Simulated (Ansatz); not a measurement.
TiSi2:

```xyz
6
Lattice="1.7651 -6.7593 0.0000 1.7651 6.7593 0.0000 0.0000 0.0000 3.5652" Properties=species:S:1:pos:R:3 pbc="T T T"
Ti    1.7651    5.3653    0.8913
Ti    1.7651   -5.3653    2.6739
Si    1.7651   -3.3839    0.8913
Si    1.7651    3.3839    2.6739
Si    1.7651    0.7875    0.8913
Si    1.7651   -0.7875    2.6739
```

The cell comes from a database or a generator and needn't be the stable form of this composition.

Base run:

```yaml
Program: Ansatz 0.2.0
Functional: PBEsol
Potentials_or_basis: Ansatz PAW
Cutoff: 420 eV
Density_cutoff: 1680 eV
k_mesh: 8 × 8 × 8
Occupations: fermi-dirac, width 0.05 eV
Spin: no spin polarisation
Hubbard_terms: Ti d U = 2 eV
```

Its results: band gap on the k mesh none (metal or under the smearing width); pressure -0.6 GPa; largest force 0.227 eV/Å.

Problem. After a change of settings the same cell gave: band gap on the k mesh none (metal or under the smearing width); pressure -2.2 GPa; largest force 0.204 eV/Å. Which change was it?
A. hubbard terms from Ti d U = 2 eV to none; hubbard projectors from ortho-atomic (the default) to none
B. hubbard terms from Ti d U = 2 eV to Ti d U = 8 eV
C. functional from PBEsol to PBE; hubbard terms from Ti d U = 2 eV to none; hubbard projectors from ortho-atomic (the default) to none

Solution. A.

Caveats: the PAW data sets come from PBE, with cores solved anew for the run's functional, which leaves a small shift of forces and pressure; U without spin polarisation on a metal has little footing (some runs); the U is typed as a test and isn't derived for this compound (some runs).

Not every run made on this cell is shown here.
